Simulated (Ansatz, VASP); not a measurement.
**One calculation of SiC (Moissanite 3C), two programs**

```
Si C
1.0
     0.00000    2.08728    2.08728
     2.08728    0.00000    2.08728
     2.08728    2.08728    0.00000
Si C
1 1
Direct
  0.00000 0.00000 0.00000
  0.25000 0.25000 0.25000
```

Alike in both runs: task single point; functional r2SCAN; k mesh 10 × 10 × 10; occupations gaussian, width 0.05 eV; no spin polarisation.

|  | VASP | Ansatz |
| --- | --- | --- |
| version | VASP 6.6.1 | Ansatz 0.2.0 |
| potentials or method | VASP PAW PBE potentials, release 64 (Si, C) | scalar-relativistic, plane waves, PAW |
| plane-wave cutoff (eV) | 520 | 500 |
| valence electrons in the cell | 8 | 8 |

VASP gave:

```
gap on the k mesh at the Fermi level (eV) : 1.63
least direct gap on the mesh (eV)         : 5.21
```

Estimate Ansatz's values.

gap on the k mesh at the Fermi level (eV): 1.62; least direct gap on the mesh (eV): 5.20.

The functional is the same, so the differences come from potentials, cutoffs and numerics.

 A k mesh can miss the band edges. r2SCAN opens gaps a little over a GGA but as a rule still falls short of measured ones.
